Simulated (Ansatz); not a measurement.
## Random displacements in CoSi

Computed with DFT PBE, scalar-relativistic, plane waves, PAW (Ansatz 0.2.0). Cutoff 420 eV, Γ-centred 10×10×10 k-points, Gaussian smearing of 0.15 eV. No spin polarisation. A magnetic state may lie lower. Energies are free energies at this smearing, counted from the undisturbed cell; pressure is positive in compression.

The undisturbed cell (relaxed at this level):

```xyz
8
Lattice="4.4308 0.0000 0.0000 0.0000 4.4308 0.0000 0.0000 0.0000 4.4308" Properties=species:S:1:pos:R:3 pbc="T T T"
Co    0.6426    0.6426    0.6426
Co    1.5729    3.7883    2.8580
Co    2.8580    1.5729    3.7883
Co    3.7883    2.8580    1.5729
Si    3.7359    3.7359    3.7359
Si    2.9104    0.6949    1.5205
Si    1.5205    2.9104    0.6949
Si    0.6949    1.5205    2.9104
```

The atoms are displaced (Å, in the unstrained cell):

```tsv
atom	ux	uy	uz
Co1	0.106	-0.147	0.041
Co2	-0.005	0.019	0.041
Co3	0.109	-0.035	0.158
Co4	0.031	0.195	-0.005
Si5	-0.091	-0.154	-0.065
Si6	-0.042	-0.122	-0.139
Si7	0.016	0.044	0.068
Si8	-0.124	0.200	-0.099
```

The cell is not strained.

(1) What are the energy change, the stress and the forces?

Answers

(1) ΔE = 232.3 meV/atom; stress (xx, yy, zz, yz, xz, xy; compression positive) (6.99, 12.94, 11.03, -4.33, -0.67, -3.62) GPa.
```csv
atom,Fx (eV/Å),Fy,Fz
Co1,-1.62,2.77,-1.00
Co2,-0.26,0.44,0.03
Co3,-1.52,0.10,-2.02
Co4,-0.78,-2.25,-1.02
Si5,1.21,2.53,1.40
Si6,0.70,1.12,2.03
Si7,0.55,-1.81,-0.83
Si8,1.72,-2.91,1.40
```

Cost: 1 run of about 2.8 core-minutes, on Intel Xeon Platinum 8259CL (Skylake/Cascade Lake) (shared hosts).